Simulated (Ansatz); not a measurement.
Ti2C: density of states with PBEsol

Crystal: Ti2C.

```
Ti C
1.0
     1.54070    0.88952    4.81377
    -1.54070    0.88952    4.81377
     0.00000   -1.77905    4.81377
Ti C
2 1
Direct
  0.75450 0.75450 0.75450
  0.24550 0.24550 0.24550
  0.50000 0.50000 0.50000
```

The cell comes from a database or a generator and needn't be the stable form of this composition.

* Program: Ansatz 0.2.0
* Task: density of states
* Functional: PBEsol
* Potentials or basis: all-electron PAW datasets made for the crystal
* Cutoff: 340 eV (chosen from the basis error)
* k mesh: 10 × 10 × 10
* Occupations: fermi-dirac, width 0.05 eV
* Spin: no spin polarisation

```json
{
  "Pressure": "-4.7 GPa",
  "Largest force": "0.188 eV/Å",
  "Band gap on the k mesh": "none (metal or under the smearing width)"
}
```

Forces in eV/Å, atoms in the order of the input:
```
Ti   0.000  0.000  0.188
Ti   0.000  0.000 -0.188
C    0.000  0.000  0.000
```

Stress tensor (GPa, compression positive):
```
-4.88  0.00  0.00
 0.00 -4.88  0.00
 0.00  0.00 -4.21
```

Levels at points of the mesh, in eV from the Fermi level:
```csv
k point,band 12,band 13,band 14,band 15,band 16,band 17
"(0.00, 0.00, 0.00)",-2.55,-2.03,0.48,0.48,1.00,1.94
"(0.00, 0.00, -0.50)",-2.44,-1.29,-0.96,0.12,1.84,2.69
"(0.00, -0.50, -0.50)",-2.61,-1.67,-0.88,0.88,2.48,2.87
"(-0.50, -0.50, -0.50)",-2.40,-0.89,0.13,0.85,0.85,1.76
```

States per cell in windows of 1 eV (zero at the Fermi level; states under -8 eV left out):
```
from (eV)  total
     -8.0   0.00
     -7.0   0.00
     -6.0   0.08
     -5.0   1.92
     -4.0   1.64
     -3.0   2.36
     -2.0   1.70
     -1.0   2.14
      0.0   2.38
      1.0   2.49
      2.0   4.06
      3.0   2.91
      4.0   2.11
      5.0   1.96
      6.0   1.83
      7.0   0.61
```

Wall time 12 s on 2 threads of Arm Neoverse V2, on a shared host, peak memory 0.66 GiB.

Caveat: the program warned that the printed levels may be off, so bands, gaps and densities of states are rough; the density of states is complete only up to the lowest level of the last band computed.
